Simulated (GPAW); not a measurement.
**ZrC: relaxation of cell and atoms with PBEsol**

ZrC:

```
Zr C
1.0
     0.00000    2.36500    2.36500
     2.36500    0.00000    2.36500
     2.36500    2.36500    0.00000
Zr C
1 1
Direct
  0.50000 0.50000 0.50000
  0.00000 0.00000 0.00000
```

| Quantity | Value |
| --- | --- |
| Program | GPAW 26.7.0 |
| Task | relaxation of cell and atoms |
| Functional | PBEsol |
| Potentials or basis | PAW data sets generated in the run's folder for this functional |
| Cutoff | 800 eV |
| Basis | pw |
| k mesh | 10 × 10 × 10 |
| Occupations | fermi-dirac, width 0.05 eV |
| Spin | no spin polarisation |
| Target pressure | 20 GPa |
| Maxiter | 150 |
| Optimizer | BFGS |
| Fmax | 0.02 eV/Å |
| Max steps | 60 |
| Target pressure | 20 GPa |
| Convergence | density=1e-05 forces=0.0001 |

```json
{
  "Relaxed volume": "11.78 Å³/atom",
  "Relaxed cell": "a = 3.218 Å, b = 3.218 Å, c = 3.218 Å, α = 60.00°, β = 60.00°, γ = 60.00°",
  "Space group after relaxing (to 0.05 Å)": "Fm-3m (No. 225)",
  "Energy change on relaxing (the enthalpy is what falls)": "+36.9 meV/atom",
  "Ionic steps": "4",
  "Pressure after relaxing": "19.9 GPa",
  "Band gap on the k mesh": "none (metal or under the smearing width)"
}
```

Step by step:
| step | energy change (eV) | largest force (eV/Å) | pressure (GPa) | volume (Å³) |
| --- | --- | --- | --- | --- |
| 1 | 0.0000 | 0.0000 | -9.31 | 26.46 |
| 2 | -0.0305 | 0.0000 | 2.15 | 25.12 |
| 3 | 0.0965 | 0.0000 | 22.20 | 23.40 |
| 4 | 0.0737 | 0.0000 | 19.88 | 23.57 |

Final structure:
```
Zr C
1.0
     0.00000    2.27561    2.27561
     2.27561    0.00000    2.27561
     2.27561    2.27561    0.00000
Zr C
1 1
Cartesian
  2.2756 2.2756 2.2756
  0.0000 0.0000 0.0000
```

Levels at points of the mesh, in eV from the Fermi level:
```
           k point  band 5  band 6  band 7  band 8  band 9  band 10  band 11  band 12
(0.00, 0.00, 0.00)  -11.63    0.95    0.95    0.95    1.05     1.05     1.05     3.06
(0.50, 0.50, 0.00)  -10.53   -2.16   -1.89    0.16    0.16     4.97     6.36     6.36
(0.50, 0.50, 0.50)   -8.01   -5.73   -3.29   -3.29    5.00     5.00     5.92     6.89
```

Run time: 47 s on 1 thread of Intel(R) Xeon(R) 6975P-C (Granite Rapids) (shared host), peak memory 0.24 GiB.

Caveat: later steps reuse the first step's grids.
